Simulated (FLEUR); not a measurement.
## CaO under changes of volume

One of the cells (13.886 Å³/atom); the others are scaled copies at fixed shape and fractional positions:

```
Ca O
1.0
     0.00000    2.40356    2.40356
     2.40356    0.00000    2.40356
     2.40356    2.40356    0.00000
Ca O
1 1
Direct
  0.00000 0.00000 0.00000
  0.50000 0.50000 0.50000
```

The cell is a database's computed one.

- Program: FLEUR MaX-R8.1 (later development tree)
- Functional: PBEsol
- Potentials or basis: all-electron
- Basis: FLAPW
- Kmax: 4.24 1/bohr
- k mesh: 10 × 10 × 10
- Occupations: fermi-dirac, width 0.05 eV
- Spin: no spin polarisation

| volume (Å³/atom) | energy over the lowest point (meV/atom) | gap on the mesh (eV) |
| --- | --- | --- |
| 13.052 | ? | ? |
| 13.330 | 1.21 | 3.53 |
| 13.608 | 0.00 | 3.54 |
| 13.886 | 2.96 | 3.55 |
| 14.163 | 9.47 | 3.56 |
| 14.441 | 19.25 | 3.56 |
| 14.719 | 31.72 | 3.57 |

Problem. What does the run at 13.052 Å³/atom give?

Solution. Energy over the lowest point 6.66 meV/atom; gap on the mesh 3.52 eV.

Worked out: A Birch-Murnaghan fit of order 3 (a polynomial in V^(-2/3)) to the other rows has its minimum at 13.54 Å³/atom with B0 = V·E''(V) = 120 GPa and B' = 5.6. It gives 7.18 meV/atom at 13.052 Å³/atom, against the run's 6.66. A straight line through the other rows of the gap, of slope 0.39 eV per unit of ln V, extrapolates to 3.52 eV, against the run's 3.52.

Energies are extrapolated to zero smearing.

A mesh can miss the band edges.
